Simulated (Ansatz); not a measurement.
Epitaxial strain in Te₂Mo: moduli and critical thickness

Theory: DFT r2SCAN, scalar-relativistic, plane waves, PAW (Ansatz 0.2.0). (500 eV cutoff, 12×12×2 k-mesh, Gaussian smearing of 0.02 eV, no spin polarisation)

The relaxed crystal:

```xyz
6
Lattice="3.5633 0.0000 0.0000 -1.7816 3.0859 0.0000 0.0000 0.0000 14.7319" Properties=species:S:1:pos:R:3 pbc="T T T"
Te    0.0000    2.0572    9.2592
Te    1.7816    1.0286    1.8933
Te    1.7816    1.0286    5.4726
Te    0.0000    2.0572   12.8386
Mo    0.0000    2.0572    3.6830
Mo    1.7816    1.0286   11.0489
```

The a-b plane is strained alike in both directions, as on a substrate, while c and the atoms relax within the symmetry that the strain leaves. Stress is positive in compression; energies are free energies at the smearing used, per atom.

```
strain (%) c (Å)  σ in plane (GPa)  ΔE (meV/atom)
      -6.0  15.2323             10.85          99.96
      -4.0  15.0646              6.69          42.60
      -2.0  14.9013              3.12          10.27
      +0.0  14.7319              0.01           0.00
      +2.0  14.5700             -2.73           9.41
      +4.0  14.4221             -5.15          36.50
```

Q: Get the biaxial modulus twice, from the stresses and from the energies of the innermost pair.

A: From stress: M = −Δσ/Δε = (3.12 − (-2.73)) / 0.040 = 146 GPa. Two in-plane directions each store σε/2, so the energy density is Mε²: M = (mean ΔE)/(V ε²) = 9.84 meV / (26.998 Å³ × 0.020²) × 0.16022 GPa Å³/meV = 146 GPa. The two agree.

Q: How well does Mε², with M from the stresses, predict the outermost points?

A: 88.7 meV predicted against 100.0 computed at -6.0 %; 39.4 meV predicted against 36.5 computed at +4.0 %. Compression costs more than stretching, the usual sign of bonds that stiffen as they shorten.

Q: How does c respond, and up to what thickness can a film with 1 % or 2 % misfit stay coherent on a thick substrate?

A: c answers with ε_c = −0.56 ε. In an isotropic solid that ratio is 2ν/(1 − ν), so ν = r/(2 + r) = 0.22. A film of thickness h stores Mε²h per area, 14.6 mJ/m² per nm at 1 %. The Matthews–Blakeslee balance for pure edge misfit dislocations, h = b/(8πf(1 + ν)) × (ln(h/b) + 1), with b taken as the in-plane vector a = 3.56 Å, solved by iteration, gives 4.0 nm at f = 1 % and 1.4 nm at 2 %. This is an isotropic estimate in which the moduli cancel; the real Burgers vector, glide system, anisotropy and slow kinetics can shift it by a factor of a few, mostly upward.